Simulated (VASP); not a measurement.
# CaSe (F-43m) in VASP: further runs

The runs below take CaSe through single point, with PBE, r2SCAN.

All numbers are computed with VASP 6.6.1; they aren't measurements. Logs are shortened: lines on timing, memory, paths and dates and some standing lists are left out, and cuts for length are marked.

**1. The structure**

It takes space group F-43m (No. 216, cubic). Conventional cell: a = 6.559 Å, b = 6.559 Å, c = 6.559 Å, α = 90.00°, β = 90.00°, γ = 90.00°. Around Ca (site symmetry -43m) lie 4 Se at 2.84 Å. Se (site symmetry -43m) is surrounded by 4 Ca at 2.84 Å.

The cell was built by a generator and needn't be a form met in nature.

**2. Single point, PBE**

Contents of INCAR:

```
SYSTEM = CaSe
ALGO = Normal
EDIFF = 1E-7
ENCUT = 520
GGA = PE
ISIF = 2
ISMEAR = -1
LASPH = .TRUE.
LCHARG = .TRUE.
LELF = .TRUE.
LREAL = .FALSE.
LVHAR = .TRUE.
LWAVE = .FALSE.
NBANDS = 15
NELM = 100
PREC = Accurate
SIGMA = 0.02
```

Contents of KPOINTS:

```
k-points
0
G
  6 6 6
  0 0 0
```

Contents of POSCAR:

```
CaSe
1.0
    0.0000000000      3.2795613673      3.2795613673
    3.2795613673      0.0000000000      3.2795613673
    3.2795613673      3.2795613673      0.0000000000
Ca Se
1 1
Direct
    0.0000000000      0.0000000000      0.0000000000
    0.2500000000      0.2500000000      0.2500000000
```

Potentials or basis: VASP PAW PBE potentials, release 64 (Ca_sv, Se).

Run with:

```console
$ cat potpaw_PBE.64/Ca_sv/POTCAR potpaw_PBE.64/Se/POTCAR > POTCAR
$ mpirun -np 1 vasp_std > vasp.out
```

OUTCAR:

```text
SYSTEM = CaSe
   EDIFF = 1E-7
   ENCUT = 520
   GGA = PE
   ISIF = 2
   ISMEAR = -1
   LASPH = .TRUE.
   LREAL = .FALSE.
   NELM = 100
   PREC = Accurate

 ion  position               nearest neighbor table
   1  0.000  0.000  0.000-   2 2.84   2 2.84   2 2.84   2 2.84
   2  0.250  0.250  0.250-   1 2.84   1 2.84   1 2.84   1 2.84

  LATTYP: Found a face centered cubic cell.
 ALAT       =     6.5591227346

  Lattice vectors:

 A1 = (   0.0000000000,   3.2795613673,   3.2795613673)
 A2 = (   3.2795613673,   0.0000000000,   3.2795613673)
 A3 = (   3.2795613673,   3.2795613673,   0.0000000000)

Analysis of symmetry for initial positions (statically):
=====================================================================
 Subroutine PRICEL returns:
 Original cell was already a primitive cell.

 Routine SETGRP: Setting up the symmetry group for a
 face centered cubic supercell.

 Subroutine GETGRP returns: Found 24 space group operations
 (whereof 24 operations were pure point group operations)
 out of a pool of 48 trial point group operations.

The static configuration has the point symmetry T_d .

Analysis of symmetry for dynamics (positions and initial velocities):
=====================================================================
 Subroutine PRICEL returns:
 Original cell was already a primitive cell.

 Routine SETGRP: Setting up the symmetry group for a
 face centered cubic supercell.

 Subroutine GETGRP returns: Found 24 space group operations
 (whereof 24 operations were pure point group operations)
 out of a pool of 48 trial point group operations.

The dynamic configuration has the point symmetry T_d .

 Subroutine INISYM returns: Found 24 space group operations
 (whereof 24 operations are pure point group operations),
 and found     1 'primitive' translations

----------------------------------------------------------------------------------------

                                     Primitive cell

  volume of cell :      70.5468

  direct lattice vectors                    reciprocal lattice vectors
     0.000000000  3.279561367  3.279561367    -0.152459413  0.152459413  0.152459413
     3.279561367  0.000000000  3.279561367     0.152459413 -0.152459413  0.152459413
     3.279561367  3.279561367  0.000000000     0.152459413  0.152459413 -0.152459413

  length of vectors
     4.638000164  4.638000164  4.638000164     0.264067449  0.264067449  0.264067449

  position of ions in fractional coordinates (direct lattice)
     0.000000000  0.000000000  0.000000000
     0.250000000  0.250000000  0.250000000

  ion indices of the primitive-cell ions
   primitive index   ion index
                 1           1
                 2           2

----------------------------------------------------------------------------------------

 KPOINTS: k-points

Automatic generation of k-mesh.
 Grid dimensions read from file:
 generate k-points for:    6    6    6

 Generating k-lattice:

  Cartesian coordinates                     Fractional coordinates (reciprocal lattice)
    -0.025409902  0.025409902  0.025409902     0.166666667  0.000000000  0.000000000
     0.025409902 -0.025409902  0.025409902     0.000000000  0.166666667  0.000000000
     0.025409902  0.025409902 -0.025409902     0.000000000  0.000000000  0.166666667

  Length of vectors
     0.044011241  0.044011241  0.044011241

  Shift w.r.t. Gamma in fractional coordinates (k-lattice)
     0.000000000  0.000000000  0.000000000

 Subroutine IBZKPT returns following result:
 ===========================================

 Found     16 irreducible k-points:

 Following reciprocal coordinates:
            Coordinates               Weight
  0.000000  0.000000  0.000000      1.000000
  0.166667  0.000000  0.000000      8.000000
  0.333333  0.000000  0.000000      8.000000
  0.500000  0.000000  0.000000      4.000000
  0.166667  0.166667  0.000000      6.000000
  0.333333  0.166667  0.000000     24.000000
[... 8 lines left out ...]
 -0.333333  0.333333  0.166667     24.000000
 -0.333333  0.500000  0.166667     12.000000
   k-points           NKPTS =     16   k-points in BZ     NKDIM =     16   number of bands    NBANDS=     15
   number of dos      NEDOS =    301   number of ions     NIONS =      2
   total plane-waves  NPLWV =  46656
   dimension x,y,z NGX =    36 NGY =   36 NGZ =   36
   dimension x,y,z NGXF=    72 NGYF=   72 NGZF=   72
   ions per type =               1   1
   NGX,Y,Z   is equivalent  to a cutoff of  12.90, 12.90, 12.90 a.u.
   NGXF,Y,Z  is equivalent  to a cutoff of  25.81, 25.81, 25.81 a.u.
 SYSTEM =  CaSe
   PREC   = accura    normal or accurate (medium, high low for compatibility)
   ISTART =      0    job   : 0-new  1-cont  2-samecut
   ICHARG =      2    charge: 1-file 2-atom 10-const
   ISPIN  =      1    spin polarized calculation?
   LNONCOLLINEAR =      F non collinear calculations
   LSORBIT =      F    spin-orbit coupling
   LASPH  =      T    aspherical Exc in radial PAW
   ENCUT  =  520.0 eV  38.22 Ry    6.18 a.u.   8.62  8.62  8.62*2*pi/ulx,y,z
   NELM   =    100;   NELMIN=  2; NELMDL= -5     # of ELM steps
   EDIFF  = 0.1E-06   stopping-criterion for ELM
   LREAL  =      F    real-space projection
   EDIFFG = 0.1E-05   stopping-criterion for IOM
   NSW    =      0    number of steps for IOM
   IBRION =     -1    ionic relax: 0-MD 1-quasi-New 2-CG
   NFREE  =      0    steps in history (QN), initial steepest desc. (CG)
   ISIF   =      2    stress and relaxation
   ISYM   =      2    0-nonsym 1-usesym 2-fastsym
   POTIM  = 0.5000    time-step for ionic-motion
   TEBEG  =    0.0;   TEEND  =   0.0 temperature during run
   PSTRESS=    0.0 pullay stress
   NELECT =      16.0000    total number of electrons
   NUPDOWN=      -1.0000    fix difference up-down
   EMIN   =  10.00;   EMAX   =-10.00  energy-range for DOS
   EFERMI =   0.00;   METHOD = LEGACY
   ISMEAR =    -1;   SIGMA  =   0.02  broadening in eV -4-tet -1-fermi 0-gaus
   EFERMI_NEDOS =   21; number of points for ismear=-14 and -15
   IALGO  =     38    algorithm
   IMIX   =      4    mixing-type and parameters
     AMIX     =   0.40;   BMIX     =  1.00
     AMIX_MAG =   1.60;   BMIX_MAG =  1.00
  volume/ion in A,a.u.               =      35.27       238.04
  Fermi-wavevector in a.u.,A,eV,Ry     =   0.998364  1.886635 13.561354  0.996731
  Thomas-Fermi vector in A             =   2.130583
   LORBIT       =      0    0 simple, 1 ext, 2 COOP (PROOUT), +10 PAW based schemes
   GGA     = PE    functional components
   LHFCALC =     F    Hartree Fock is set to
   AEXX    =    0.0000 exact exchange contribution
   IVDW    =     0    specifies the selected vdW correction
   LEPSILON=     F    determine dielectric tensor
   LRPA    =     F    only Hartree local field effects (RPA)
 non-spin polarized calculation
  energy-cutoff  :      520.00
  volume of cell :       70.55
 maximum number of plane-waves:      1917
 NGX is ok and might be reduce to    36
   NGX = 17   NGY = 17   NGZ = 17

 number of electron      16.0000003 magnetization

 Free energy of the ion-electron system (eV)
  ---------------------------------------------------
  ext. energy  EPLUGINS =         0.00000000
  ---------------------------------------------------
  free energy    TOTEN  =        -8.96772864 eV

  energy without entropy =       -8.96772864  energy(sigma->0) =       -8.96772864

 E-fermi :   0.2944     XC(G=0):  -7.6212

 val. band max:       -0.3057045217   @ k =  -0.3333   0.1667   0.0000
 cond. band min:       2.9008149121   @ k =   0.0000   0.0000   0.0000
 fundamental gap:      3.2065194338
 Fermi energy:         0.2943951148

 k-point     1 :       0.0000    0.0000    0.0000
  band No.  band energies     occupation
      1     -39.3614      2.00000
      2     -20.3784      2.00000
      3     -20.3784      2.00000
      4     -20.3784      2.00000
      5     -10.6312      2.00000
      6      -0.3990      2.00000
      7      -0.3990      2.00000
      8      -0.3990      2.00000
      9       2.9008      0.00000
     10       5.0767      0.00000
     11       5.0767      0.00000
     12       7.0948      0.00000
     13       7.0948      0.00000
     14       7.0948      0.00000
     15       8.7926      0.00000

 k-point     2 :       0.1667    0.0000    0.0000
  band No.  band energies     occupation
      1     -39.3609      2.00000
      2     -20.3897      2.00000
      3     -20.3798      2.00000
      4     -20.3798      2.00000
      5     -10.5671      2.00000
      6      -0.8011      2.00000
      7      -0.3752      2.00000
      8      -0.3752      2.00000
      9       3.6653      0.00000
     10       4.9602      0.00000
     11       4.9602      0.00000
     12       6.6275      0.00000
     13       7.0721      0.00000
     14       7.0721      0.00000
     15       8.1066      0.00000

 k-point     3 :       0.3333    0.0000    0.0000
  band No.  band energies     occupation
      1     -39.3600      2.00000
      2     -20.4121      2.00000
      3     -20.3826      2.00000
      4     -20.3826      2.00000
      5     -10.4374      2.00000
      6      -1.3277      2.00000
      7      -0.3349      2.00000
      8      -0.3349      2.00000
      9       4.7008      0.00000
     10       4.9813      0.00000
     11       4.9813      0.00000
     12       5.8090      0.00000
     13       6.5535      0.00000
     14       6.5535      0.00000
     15       7.8665      0.00000

 k-point     4 :       0.5000    0.0000    0.0000
  band No.  band energies     occupation
      1     -39.3596      2.00000
      2     -20.4232      2.00000
      3     -20.3839      2.00000
      4     -20.3839      2.00000
      5     -10.3719      2.00000
      6      -1.5198      2.00000
      7      -0.3187      2.00000
      8      -0.3187      2.00000
      9       4.7855      0.00000
     10       5.1943      0.00000
     11       5.1943      0.00000
     12       5.5352      0.00000
     13       6.0661      0.00000
     14       6.0661      0.00000
     15       8.5890      0.00000
[... 163 lines left out ...]
 k-point    14 :       0.5000    0.3333    0.1667
  band No.  band energies     occupation
      1     -39.3594      2.00000
      2     -20.4159      2.00000
      3     -20.3929      2.00000
      4     -20.3868      2.00000
      5     -10.3524      2.00000
      6      -1.2815      2.00000
      7      -0.6259      2.00000
      8      -0.3407      2.00000
      9       3.9211      0.00000
     10       4.7958      0.00000
     11       5.4575      0.00000
     12       6.1859      0.00000
     13       6.5264      0.00000
     14       6.7555      0.00000
     15       8.4885      0.00000

 k-point    15 :      -0.3333    0.3333    0.1667
  band No.  band energies     occupation
      1     -39.3591      2.00000
      2     -20.4195      2.00000
      3     -20.3965      2.00000
      4     -20.3888      2.00000
      5     -10.3094      2.00000
      6      -1.1690      2.00000
      7      -0.8552      2.00000
      8      -0.3503      2.00000
      9       3.7417      0.00000
     10       4.7400      0.00000
     11       5.3756      0.00000
     12       6.1649      0.00000
     13       6.4318      0.00000
     14       7.4020      0.00000
     15       8.7212      0.00000

 k-point    16 :      -0.3333    0.5000    0.1667
  band No.  band energies     occupation
      1     -39.3590      2.00000
      2     -20.4217      2.00000
      3     -20.3959      2.00000
      4     -20.3917      2.00000
      5     -10.2883      2.00000
      6      -1.2885      2.00000
      7      -0.6932      2.00000
      8      -0.3864      2.00000
      9       3.4117      0.00000
     10       4.6837      0.00000
     11       5.6076      0.00000
     12       5.8891      0.00000
     13       6.3775      0.00000
     14       8.0218      0.00000
     15       8.8647      0.00000

------------------------ aborting loop because EDIFF is reached ----------------------------------------

  FORCE on cell =-STRESS in cart. coord.  units (eV):
  Direction    XX          YY          ZZ          XY          YZ          ZX
  --------------------------------------------------------------------------------------
  -------------------------------------------------------------------------------------
  Total        0.2440339      0.2440339      0.2440339     -0.0000000      0.0000000      0.0000000
  in kB        5.5422151      5.5422151      5.5422151     -0.0000000      0.0000000      0.0000000
  external PRESSURE =       5.5422151 kB  Pullay stress =       0.0000000 kB

 VOLUME and BASIS-vectors are now :
 -----------------------------------------------------------------------------
  energy-cutoff  :      520.00
  volume of cell :       70.55
      direct lattice vectors                 reciprocal lattice vectors
     0.000000000  3.279561367  3.279561367    -0.152459413  0.152459413  0.152459413
     3.279561367  0.000000000  3.279561367     0.152459413 -0.152459413  0.152459413
     3.279561367  3.279561367  0.000000000     0.152459413  0.152459413 -0.152459413

 POSITION                                       TOTAL-FORCE (eV/Angst)
 -----------------------------------------------------------------------------------
      0.00000      0.00000      0.00000        -0.000000      0.000000      0.000000
      1.63978      1.63978      1.63978         0.000000     -0.000000     -0.000000
 -----------------------------------------------------------------------------------
    total drift:                                0.000000      0.000000      0.000000

  FREE ENERGIE OF THE ION-ELECTRON SYSTEM (eV)
  ---------------------------------------------------
  free  energy   TOTEN  =        -8.9677286435 eV

  energy  without entropy=       -8.9677286435  energy(sigma->0) =       -8.96772864
```

Wall time 15 s (1 thread of Intel Xeon Platinum 8375C at 2.90GHz (Ice Lake), shared host); peak memory 0.21 GiB.

Results:

| Property | Result |
| --- | --- |
| Free energy | -8.9677 eV |
| Pressure | 0.6 GPa |
| Band gap on the k mesh | 3.21 eV, indirect (least direct gap 3.30 eV) |

Levels at points of the mesh, in eV from the valence-band top:
```csv
k point,band 4,band 5,band 6,band 7,band 8,band 9,band 10,band 11,band 12,band 13
"(0.00, 0.00, 0.00)",-20.07,-10.33,-0.09,-0.09,-0.09,3.21,5.38,5.38,7.40,7.40
"(0.50, 0.00, 0.00)",-20.08,-10.07,-1.21,-0.01,-0.01,5.09,5.50,5.50,5.84,6.37
"(0.50, 0.50, 0.00)",-20.09,-9.98,-1.24,-0.03,-0.03,3.55,4.99,6.11,6.11,6.14
```

A k mesh can miss the band edges. As with any semilocal functional, this PBE gap is likely too small.

**3. Single point, r2SCAN (hydrostatic strain -1.5%)**

Contents of POSCAR:

```
CaSe
1.0
    0.0000000000      3.2303679468      3.2303679468
    3.2303679468      0.0000000000      3.2303679468
    3.2303679468      3.2303679468      0.0000000000
Ca Se
1 1
Direct
    0.0000000000      0.0000000000      0.0000000000
    0.2500000000      0.2500000000      0.2500000000
```

Contents of INCAR.step1:

```
SYSTEM = CaSe
ALGO = Normal ; EDIFF = 1E-4
ENCUT = 520 ; GGA = PE
ISMEAR = 0 ; LASPH = .TRUE.
LCHARG = .FALSE. ; LREAL = .FALSE.
LWAVE = .TRUE. ; NBANDS = 15
NELM = 100 ; PREC = Accurate
SIGMA = 0.01
```

Contents of INCAR.step2:

```
SYSTEM = CaSe
ALGO = Normal ; EDIFF = 1E-7
ENCUT = 520 ; ISIF = 2
ISMEAR = 0 ; ISTART = 1
LASPH = .TRUE. ; LCHARG = .FALSE.
LMIXTAU = .TRUE. ; LREAL = .FALSE.
LWAVE = .FALSE. ; METAGGA = R2SCAN
NBANDS = 15 ; NELM = 100
PREC = Accurate ; SIGMA = 0.01
```

KPOINTS is that of step 2.

Potentials or basis: VASP PAW PBE potentials, release 64 (Ca_sv, Se).

Run with:

```console
$ cat potpaw_PBE.64/Ca_sv/POTCAR potpaw_PBE.64/Se/POTCAR > POTCAR
$ cp INCAR.step1 INCAR
$ mpirun -np 1 vasp_std > vasp.out
$ cp INCAR.step2 INCAR
$ mpirun -np 1 vasp_std > vasp.out
```

It took 60 s on 1 thread of Intel Xeon Platinum 8375C at 2.90GHz (Ice Lake), shared host; peak memory 0.22 GiB.

Results (log left out):

```yaml
Free_energy: -25.3394 eV
Pressure: 2.0 GPa
Band_gap_on_the_k_mesh: 3.84 eV, indirect (least direct gap 3.94 eV)
```

Levels at points of the mesh, in eV from the valence-band top:
```csv
k point,band 4,band 5,band 6,band 7,band 8,band 9,band 10,band 11,band 12,band 13
"(0.00, 0.00, 0.00)",-20.54,-10.77,-0.11,-0.11,-0.11,3.84,6.06,6.06,8.24,8.24
"(0.50, 0.00, 0.00)",-20.54,-10.46,-1.28,-0.01,-0.01,5.73,6.19,6.19,6.59,7.11
"(0.50, 0.50, 0.00)",-20.55,-10.36,-1.31,-0.03,-0.03,3.91,5.67,6.86,6.86,6.95
```

Caveat: the PAW data sets were made with another functional, which shifts forces and pressure a little. A k mesh can miss the band edges.

(Part 1 of 2 ends here.)
